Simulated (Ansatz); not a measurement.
Input of an Ansatz 0.2.0 run:

input.yaml

```yaml
crystal:
  lattice:
    - [-1.569037, 1.569037, 1.569037]
    - [1.569037, -1.569037, 1.569037]
    - [1.569037, 1.569037, -1.569037]
  atoms:
    - { symbol: Zn, position: [0.0, 0.0, 0.0] }
hamiltonian:
  xc: pbesol
  pseudopotentials: { kind: paw }
  dispersion: d3bj
kpoints:
  mp_grid: { grid: [12, 12, 12] }
scf:
  occupations: { method: fermi_dirac, width: 0.05 }
output:
  forces: true
  stress: true
  eigenvalues: true
relax:
  f_tol: 0.01
  max_steps: 40
  cell: { stress_tol: 0.05 }
```

Potentials or basis: Ansatz PAW.

Command:

```sh
$ ansatz run input.yaml --threads 2 --pin off --max-ram 5632MiB --backend cpu --events-out ev --progress --plain --runs-dir out
```

Question: Estimate the space group after relaxing (to 0.05 Å).

Answer: Im-3m (No. 229).

Question: Predict the relaxed cell.

Answer: a = 2.602 Å, b = 2.602 Å, c = 2.602 Å, α = 109.47°, β = 109.47°, γ = 109.47°.

Question: Estimate the band gap on the k mesh.

Answer: None (metal or under the smearing width).

Question: Estimate the relaxed volume.

Answer: 13.56 Å³/atom.

Final structure:
```
Zn
1.0
    -1.50238    1.50238    1.50238
     1.50238   -1.50238    1.50238
     1.50238    1.50238   -1.50238
Zn
1
Direct
  0.00000 0.00000 0.00000
```

Caveat: pairwise dispersion overbinds metals, which lowers pressure and volume; the PAW data sets come from PBE, with cores solved anew for the run's functional, which leaves a small shift of forces and pressure.
